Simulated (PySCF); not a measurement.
Species: C5H5N.
Atom-mapped SMILES: `[cH:1]1[cH:2][cH:3][n:4][cH:5][cH:6]1` (hydrogens: H7 on C1; H8 on C2; H9 on C3; H10 on C5; H11 on C6)

Method: B3LYP/def2-SVP geometry optimisation, gas phase in PySCF 2.14.0.

(1) What internal coordinates does the optimisation give?

Answers

(1) 
```
         bond  length (Å)
 C1–C2, C1–C6       1.397
 C2–C3, C5–C6       1.399
 C3–N4, N4–C5       1.336
        C1–H7       1.093
C2–H8, C6–H11       1.093
C3–H9, C5–H10       1.097
```

Bonds in one row agree within 0.01 Å and their mean is given. A selection of angles:
```
   angle  degrees
C2–C1–C6    118.5
C2–C1–H7    120.8
C1–C2–C3    118.4
C1–C2–H8    121.2
C3–C2–H8    120.3
C2–C3–N4    123.5
C2–C3–H9    120.1
N4–C3–H9    116.5
C3–N4–C5    117.7
```

The 6-membered ring C1–C2–C3–N4–C5–C6 has internal angles of 117.7° to 123.5° (sum 720°, against 720° for a flat polygon); it is planar, 0.00 Å rms from its mean plane, widest ring torsion 0°. All 4 C–C bonds measure 1.397 to 1.399 Å. The 6 heavy atoms lie in one plane (0.000 Å rms).

Point group: C2v (tolerance 0.08 Å). No B3LYP/def2-SVP frequencies stand behind this structure, so it isn't proved a minimum.

Time: 14 s; peak memory 0.54 GiB. Hardware: Arm Neoverse V1, one thread, on a shared host. That covers the optimisation of the geometry.
